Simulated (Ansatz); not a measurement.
# N: levels along high-symmetry lines

```xyz
1
Lattice="0.0000 1.5605 1.5605 1.5605 0.0000 1.5605 1.5605 1.5605 0.0000" Properties=species:S:1:pos:R:3 pbc="T T T"
N     0.0000    0.0000    0.0000
```

The structure comes from a relaxation in the same program, started in the fcc type, and has space group Fm-3m. Whether it is a known phase or the ground state wasn't checked.

These are results of DFT, PBE, all-electron LAPW, scalar-relativistic (Ansatz 0.2.0), not measurements.

Settings: a Γ-centred 20×20×20 k mesh, Fermi–Dirac smearing of 0.05 eV, basis error target 0.5 meV/atom, no spin polarisation.

Points in fractions of the reciprocal vectors of this cell: Γ (0, 0, 0), X (0.5, 0, 0.5), U (0.625, 0.25, 0.625), K (0.375, 0.375, 0.75), L (0.5, 0.5, 0.5), W (0.5, 0.25, 0.75). The path joins them by straight lines in the order Γ–X–U–K–Γ–L–W–X; legs that retrace an earlier one aren't tabulated. Energies are in eV from the Fermi level.

(1) List the levels at X between -14 and 8 eV.

(2) List the levels at U between -14 and 8 eV.

(3) List the levels at L between -14 and 8 eV.

(4) What is the band gap?

Results:

(1) -10.84, -6.63, 0.14 (×2).

(2) -10.85, -5.23, -3.59, 0.98.

(3) -13.33, -8.07, 2.83 (×2).

(4) none: with an odd electron count and no spin polarisation the bands can't all be full, a metal in this set-up (spin order or a larger cell could open a gap).
